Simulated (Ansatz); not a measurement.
BaSnO$_{3}$:
```xyz
5
Lattice="4.0827 0.0000 0.0000 0.0000 4.0827 0.0000 0.0000 0.0000 4.0827" Properties=species:S:1:pos:R:3 pbc="T T T"
Ba     0.0000     0.0000     0.0000
Sn     2.0414     2.0414     2.0414
O      0.0000     2.0414     2.0414
O      2.0414     2.0414     0.0000
O      2.0414     0.0000     2.0414
```

Tensor components refer to the Cartesian frame of this cell.

Problem. Give the high-frequency dielectric tensor and the Born effective charge tensors of the independent atoms from DFPT, plane-wave PAW LDA (Ansatz code).

Solution. 
ε∞:
```
4.79  0.00  0.00
0.00  4.79  0.00
0.00  0.00  4.79
```
Z* of atom 1 (Ba), rows: field, columns: displacement, in e:
```
2.78  0.00  0.00
0.00  2.78  0.00
0.00  0.00  2.78
```
Z* of atom 2 (Sn), rows: field, columns: displacement, in e:
```
4.42  0.00  0.00
0.00  4.42  0.00
0.00  0.00  4.42
```
Z* of atom 3 (O), rows: field, columns: displacement, in e:
```
-3.37   0.00   0.00
 0.00  -1.91   0.00
 0.00   0.00  -1.91
```

Space group Pm-3m (cubic perovskite). The cell was relaxed with LDA under the symmetry of its start. Spin–orbit coupling is left out wherever it is not named.

Potentials: the later of the program's two PAW sets.
